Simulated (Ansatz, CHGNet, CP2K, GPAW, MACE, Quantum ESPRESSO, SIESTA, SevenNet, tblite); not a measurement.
**BeSe(110)/BP(110) interface (50 atoms): other programs against plane waves**

Aim: forces, pressure of BeSe(110)/BP(110) interface (50 atoms) at one geometry, from other programs and methods, against plane-wave PBE.

Results are calculated, not measured.

### 1. The structure

The cell holds 50 atoms (9 Be, 9 Se, 16 B and 16 P), with edges of 6.29, 8.90 and 13.07 Å. Recipe: zinc-blende BeSe(110), 3 repeat layers, 3 surface cells, strained +0.00 and -0.00 %; zinc-blende BP(110), 4 layers, 4 cells, -1.93 and -1.93 %; outer planes 2.26 Å apart and 2.29 Å at the second interface of the periodic stack; not relaxed, displaced by a Gaussian of 0.02 Å. Then every atom was moved at random, 0.03 Å r.m.s. a Cartesian component. The density is 3.31 g/cm³.

### 2. The reference input

Quantum ESPRESSO 7.5: Kohn-Sham DFT, PBE, SSSP efficiency 1.3.0 pseudopotentials, plane waves. Its input, pw.in:

```
&control
  calculation = 'scf'
  pseudo_dir = './pseudo'
  outdir = './tmp'
  disk_io = 'none'
  tprnfor = .true.
  tstress = .true.
/
&system
  ibrav = 0
  nat = 50
  ntyp = 4
  ecutwfc = 45
  ecutrho = 360
  nosym = .true.
  occupations = 'smearing'
  smearing = 'fd'
  degauss = 0.003675
/
&electrons
  conv_thr = 2.5e-07
  electron_maxstep = 100
  mixing_beta = 0.2
  mixing_mode = 'local-TF'
  diagonalization = 'david'
/
ATOMIC_SPECIES
Be 9.012 Be.upf
Se 78.971 Se.upf
B 10.810 B.upf
P 30.974 P.upf
CELL_PARAMETERS angstrom
6.29400 0.00000 0.00000
0.00000 8.90100 0.00000
0.00000 0.00000 13.07122
ATOMIC_POSITIONS crystal
Be 0.67373 0.66543 0.00090
Se 0.33418 0.57975 0.99641
Be 0.16753 0.66536 0.14103
Se 0.83679 0.57936 0.13947
[... 44 atom lines left out ...]
B 0.21542 0.44715 0.82649
P 0.46339 0.32258 0.82416
K_POINTS gamma
```

```console
$ OMP_NUM_THREADS=1 mpirun -np 2 pw.x -in pw.in > output.txt
```

Elapsed: 1.7 min, on 2 MPI ranks of Intel Xeon Platinum 8559C (Emerald Rapids), shared host; peak memory 1.3 GiB; 3.4 min of CPU time.

It converged with an r.m.s. force component of 0.95 eV/Å and a pressure of 2.2 GPa.

### 3. What was run beside it

- CP2K 2026.2: Gaussian basis with GTH pseudopotentials and a plane-wave density; labels give functional, basis (MOLOPT sets; SR short-range, UZH the newer set with its own potentials), grid cutoff/relative cutoff and solver (OT: orbital transformation; TRS4, TC2, SIGN: linear-scaling purification with its sparsity filter), or its built-in tight binding.
- GPAW 26.7.0: PAW with atomic orbitals (LCAO), plane waves or a real-space grid of spacing h.
- MACE: machine-learned potential, published weights.
- Quantum ESPRESSO 7.5: plane waves; labels (QE) give functional, pseudopotential set and cutoffs of waves/density.
- SIESTA 5.4.2: numerical atomic orbitals, whose automatically made sets are far from complete, with PseudoDojo norm-conserving potentials that we converted to its format (checked against plane waves on the same files for H, C, O, Si, Ge and Ca alone); labels give functional, basis size, energy shift and mesh cutoff.
- SevenNet: machine-learned potential, published weights.
- tblite 0.8.0: extended tight binding, driven from Python.

All use the same cell and atoms, and the electronic-structure runs the same k-mesh.

### 4. All runs compared

Differences are against the reference: forces as r.m.s. over components, share as that over the reference's r.m.s. force, slope as the fitted ratio of a run's forces to the reference's.

```tsv
run	Δ force, r.m.s. (meV/Å)	share (%)	slope	Δ pressure (GPa)	cores	CPU time	memory (GiB)
reference	-	-	-	-	2	3.4 min	1.3
CP2K LDA, DZVP-MOLOPT-SR, 600/50 Ry, diagonalisation	84.6	8.86	1.008	-4.57	2	2 min	2.2
CP2K PBE+rVV10L, DZVP-MOLOPT-SR, 600/50 Ry, diagonalisation	44.6	4.67	1.018	-0.152	2	6.6 min	4.1
CP2K PBE, DZVP-MOLOPT-SR, 300/50 Ry, diagonalisation (coarse)	636	66.6	1.060	1.15	2	98 s	1.0
CP2K PBE, DZVP-MOLOPT-SR, 420/50 Ry, diagonalisation (coarse)	257	26.9	1.015	0.744	2	2.2 min	1.5
CP2K PBE, DZVP-MOLOPT-SR, 600/30 Ry, diagonalisation (coarse)	45.6	4.78	1.022	0.419	2	2.1 min	2.2
CP2K PBE, DZVP-MOLOPT-SR, 600/50 Ry, diagonalisation	45.6	4.78	1.022	0.413	2	2.5 min	2.2
CP2K PBE, DZVP-UZH, 600/50 Ry, diagonalisation	52.5	5.50	1.023	0.18	4	4.3 min	3.5
CP2K PBE, SZV-MOLOPT-SR, 600/50 Ry, diagonalisation (coarse)	555	58.2	1.182	19.0	1	91 s	2.1
CP2K PBE, TZVP-UZH, 600/50 Ry, diagonalisation	43.7	4.58	1.013	-0.052	4	4.1 min	3.6
CP2K PBEsol, PBE potentials, DZVP-MOLOPT-SR, 600/50 Ry, diagonalisation	42.5	4.45	1.007	-1.01	2	2.5 min	2.2
GPAW PBE, LCAO dzp, h 0.2 Å	131	13.7	1.027	-	1	100 s	0.75
GPAW PBE, LCAO dzp, h 0.2 Å, other mixer settings	132	13.8	1.027	-	1	2.4 min	0.71
GPAW PBE, LCAO dzp, h 0.25 Å (coarse)	132	13.8	1.029	-	1	59 s	0.45
GPAW PBE, LCAO sz(dzp), h 0.2 Å (coarse)	639	66.9	1.052	-	1	43 s	0.58
GPAW PBE, LCAO szp(dzp), h 0.2 Å (coarse)	312	32.7	1.027	-	1	91 s	0.72
MACE MP-0b3 medium potential	503	52.7	0.676	-0.219	1	5.8 s	0.87
QE PBE+D3(BJ), sssp-1.3.0-efficiency, 45/360 Ry	12.7	1.33	1.000	-3.33	2	3.4 min	1.4
QE PBE, dojo-0.4.1-standard, 60/240 Ry (coarse)	6.60	0.691	1.000	-30.0	2	2.1 min	0.69
SIESTA PBE, DZ, shift 0.01 Ry, mesh 300 Ry (coarse)	518	54.3	1.025	9.42	1	84 s	0.51
SevenNet l3i5 potential	472	49.5	0.742	0.236	1	7.6 s	1.1
tblite GFN1-xTB	577	60.4	0.858	1.42	1	3.1 s	0.1
```

Rows marked coarse were listed beforehand as settings not expected to be converged; some can still land near the reference.

Times of the machine-learned potentials are mostly Python's start and the loading of weights.

Runs without a result: SIESTA PBE, DZP, shift 0.01 Ry, mesh 300 Ry (stopped at the start); CP2K GFN1-xTB, diagonalisation (not converged); SIESTA PBE, DZP, shift 0.005 Ry, mesh 300 Ry (stopped at the start); SIESTA optB88-vdW, PBE potentials, DZP, shift 0.01 Ry, mesh 300 Ry (stopped at the start); SIESTA PBE, TZP, shift 0.01 Ry, mesh 300 Ry (stopped at the start).

CPU time is summed over cores on shared hosts, so it is rough.

### 5. What came out

Forces lie from 0.69 % (QE PBE, dojo-0.4.1-standard, 60/240 Ry, coarse) to 67 % (GPAW PBE, LCAO sz(dzp), h 0.2 Å, coarse) of the reference's r.m.s. force of 0.95 eV/Å away from it. The PBE runs in local orbitals, coarse settings apart, differ by 4.6 % (CP2K PBE, TZVP-UZH, 600/50 Ry, diagonalisation) to 14 % (GPAW PBE, LCAO dzp, h 0.2 Å, other mixer settings); basis, grid and potentials can all enter. Tight binding differs by 60 % (tblite GFN1-xTB); it is another model, with fitted parameters of its own, and the xTB methods hold dispersion. Machine-learned potentials differ by 49 % (SevenNet l3i5 potential) to 53 % (MACE MP-0b3 medium potential); they were trained on other programs' data. Among those trained on PBE data the slope goes as low as 0.68, with a correlation of 0.85, so directions differ as well as sizes.

In the reference's own program, potentials and cutoffs, a change of model alone moves forces by 1.3 % (QE PBE+D3(BJ), sssp-1.3.0-efficiency, 45/360 Ry). Other rows with another functional or a dispersion term differ by 4.5 % (CP2K PBEsol, PBE potentials, DZVP-MOLOPT-SR, 600/50 Ry, diagonalisation) to 8.9 % (CP2K LDA, DZVP-MOLOPT-SR, 600/50 Ry, diagonalisation), which mixes the change of model with differences of basis and potentials, some of them made for another functional. Runs with settings chosen to be coarse differ by 0.69 % (QE PBE, dojo-0.4.1-standard, 60/240 Ry) to 67 % (GPAW PBE, LCAO sz(dzp), h 0.2 Å), their programs' other errors included. From CP2K PBE, DZVP-MOLOPT-SR, 300/50 Ry, diagonalisation to the finer CP2K PBE, DZVP-MOLOPT-SR, 600/50 Ry, diagonalisation the share falls from 67 to 4.8 %. From GPAW PBE, LCAO dzp, h 0.25 Å to the finer GPAW PBE, LCAO dzp, h 0.2 Å, other mixer settings the share goes from 13.8 to 13.8 %, so the grid isn't what parts these runs from the reference. Pressures at PBE, coarse settings apart, lie -0.05 to +0.41 GPa from the reference's. A pressure off by over 25 GPa (QE PBE, dojo-0.4.1-standard, 60/240 Ry) is no usable stress for this cell.

Caveats: Periodic xTB results under one method name differ between programs and library versions. The potentials hold different valence shells: 218 electrons in the reference, 200 in CP2K with TZVP-UZH, 200 in GPAW, 308 in Quantum ESPRESSO with DOJO and 308 in SIESTA; this bears on time and differences. The reference's pressure holds the uncorrected Pulay stress of its 45 Ry basis, so small pressure differences may be the reference's own error. Machine-learned potentials mimic data converged in k, so the reference's own k-point error enters their differences. The reference's stress is far from hydrostatic: its diagonal is 9.2, 1.4, -4.1 GPa, compression counted positive. The host structure and its lattice constant were typed by rule, without a check against the phase diagram. The electronic-structure runs sample only Γ, in a cell whose shortest periodic width is 6 Å, which is coarse for a cell with partly filled levels. The reference's pressure of 2.2 GPa reflects the volume that the recipe set, positions that aren't this level's minimum and the coarse k-sampling. Spin–orbit coupling is left out. Where levels are smeared, the DFT runs use Fermi–Dirac occupations at 580 K (0.05 eV), and energies are free energies. The atoms were displaced at random, and shares hang on the size of the forces that this gives. The reference's cutoffs and mesh weren't converged further here.

[Logs are printed without paths, hosts, clocks, repeated set-up lines and the standing remarks that a program may print on its own settings, such as how far it seeks lower states.]

[Hosts, paths, dates, database ids (printed as entryN), source tags and the programs' standing remarks are cut or masked in the printed files.]

[Cells were taken only where this reference lay near another plane-wave run.]
